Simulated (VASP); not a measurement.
Ag:

```
Ag
1.0
     0.00000    2.04275    2.04275
     2.04275    0.00000    2.04275
     2.04275    2.04275    0.00000
Ag
1
Direct
  0.00000 0.00000 0.00000
```

Base run:

* Program: VASP 6.6.1
* Functional: TPSS
* Potentials or basis: VASP PAW PBE potentials, release 64 (Ag)
* Cutoff: 520 eV
* k mesh: 11 × 11 × 11
* Occupations: fermi-dirac, width 0.05 eV
* Spin: no spin polarisation

Its results: pressure 0.0 GPa.

**Question.** After a change of settings the same cell gave: pressure 12.1 GPa. Which change was it?
A. functional from TPSS to MS2; further incar settings from ALGO = Normal; EDIFF = 1e-06 to ALGO = Normal; EDIFF = 1e-06; NBANDS = 12
B. functional from TPSS to revTPSS; further incar settings from ALGO = Normal; EDIFF = 1e-06 to ALGO = Normal; EDIFF = 1e-06; NBANDS = 12
C. functional from TPSS to BLYP; further incar settings from ALGO = Normal; EDIFF = 1e-06 to ALGO = Normal; EDIFF = 1e-07; NBANDS = 12

**Answer.** C.

Caveats: the PAW data sets were made with another functional, which shifts forces and pressure a little.
